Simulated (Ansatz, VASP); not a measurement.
## Two plane-wave programs on Cd

```
Cd
1.0
     0.00000    1.69817    1.69817
     1.69817    0.00000    1.69817
     1.69817    1.69817    0.00000
Cd
1
Cartesian
  0.0000 0.0000 0.0000
```

Change from the starting cell: volume scaled by 0.43, norm-conserving files.

Alike in both runs: task single point; functional PBE; k mesh 14 × 14 × 14; occupations fermi-dirac, width 0.08 eV; no spin polarisation.

|  | VASP | Ansatz |
| --- | --- | --- |
| version | VASP 6.6.1 | Ansatz 0.2.0 |
| potentials or method | VASP PAW PBE potentials, release 64 (Cd) | norm-conserving pseudopotentials, scalar-relativistic |
| plane-wave cutoff (eV) | 520 | 1071 |
| valence electrons in the cell | 12 | 20 |

|  | VASP | Ansatz | Ansatz less VASP |
| --- | --- | --- | --- |
| pressure (GPa) | 402.3 | 384.5 | -17.82 |

The two sets of potentials don't hold the same shells in valence.

Caveats: the cell as given lies far from equilibrium; so large a pressure means that the cell lies far from this level's equilibrium, or that cutoff or potentials fall short (VASP).
